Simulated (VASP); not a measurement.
Runs of VASP 6.6.1 on Tc. The structure is cubic, space group Fm-3m (No. 225). Conventional cell: a = 3.900 Å, b = 3.900 Å, c = 3.900 Å, α = 90.00°, β = 90.00°, γ = 90.00°. Around Tc (site symmetry m-3m) lie 12 Tc at 2.76 Å. This isn't the form of Tc at room conditions, which is hcp.

```csv
level,cell,smearing,gap on the mesh (eV),pressure (GPa)
r2SCAN,as given,fermi-dirac 0.05 eV,none,-10.9
PBE,as given,gaussian 0.05 eV,none,-6.9
PBEsol,"functional pbesol, volume scaled by 1.04",fermi-dirac 0.05 eV,none,-24.9
PBE,"x and y stretched by +1.5 %, z held",fermi-dirac 0.05 eV,none,(a)
```

Alike in all rows: task single point; potentials or basis VASP PAW PBE potentials, release 64 (Tc_pv); no spin polarisation; k mesh 14 × 14 × 14; cutoff (eV) 520.

**Question.** Estimate the missing entries.

**Answer.** (a) -14.3.

Caveats: the PAW data sets were made with another functional, which shifts forces and pressure a little (some runs); so large a pressure means that the cell lies far from this level's equilibrium, or that cutoff or potentials fall short (some runs); the potentials were made for another functional, which shifts forces and pressure (some runs).

A k mesh can miss the band edges, and the runs leave out spin-orbit coupling on Tc.

A gap of «none» marks a metal or a gap under the smearing width.
